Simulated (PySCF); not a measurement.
These 5 structures share the formula C3H6O. Theory: PBE0-D3(BJ)/def2-SVP geometry optimisation, gas phase (PySCF 2.14.0). One conformer each; no zero-point energy, no entropy. No frequencies were run at this level. Point groups hold within 0.08 Å.

**Question.** Rank from lowest to highest electronic energy at this level (kJ/mol).
A. `CC(C)=O` (acetone)
B. propylene oxide, `C[C@@H]1CO1`
C. `[CH2:1]=[CH:2][O:3][CH3:4]` with C1–C2–O3–C4 0°
D. `[OH:1][CH:2]1[CH2:3][CH2:4]1` with H–O1–C2–C3 147°
E. `[CH2:1]=[CH:2][CH2:3][OH:4]` with C1–C2–C3–O4 126°, C2–C3–O4–H -57°

**Answer.** A (0.0), D (102.5), E (104.9), C (109.8), B (113.2).

As drawn, the lowest has a C=O bond, which the highest lacks; the highest has a three-membered ring, which the lowest lacks. Neighbours under 10 kJ/mol apart (OC1CC1 and C=CCO; C=CCO and C=COC; C=COC and C[C@@H]1CO1) can change places with a better method, another conformer or zero-point energy.

```json
{"SMILES": "CC(C)=O", "E (Eh)": "-192.79104", "E rel (kJ/mol)": "0.0", "dipole (D)": "2.84", "point group": "near C2", "A, B, C (MHz)": "10206, 8544, 4937"}
{"SMILES": "OC1CC1", "E (Eh)": "-192.75201", "E rel (kJ/mol)": "102.5", "dipole (D)": "1.49", "point group": "–", "A, B, C (MHz)": "16887, 6962, 6003"}
{"SMILES": "C=CCO", "E (Eh)": "-192.75109", "E rel (kJ/mol)": "104.9", "dipole (D)": "1.46", "point group": "C1", "A, B, C (MHz)": "26593, 4318, 4201"}
{"SMILES": "C=COC", "E (Eh)": "-192.74922", "E rel (kJ/mol)": "109.8", "dipole (D)": "0.95", "point group": "Cs", "A, B, C (MHz)": "18610, 6384, 4903"}
{"SMILES": "C[C@@H]1CO1", "E (Eh)": "-192.74791", "E rel (kJ/mol)": "113.2", "dipole (D)": "1.91", "point group": "C1", "A, B, C (MHz)": "18473, 6691, 5995"}
```
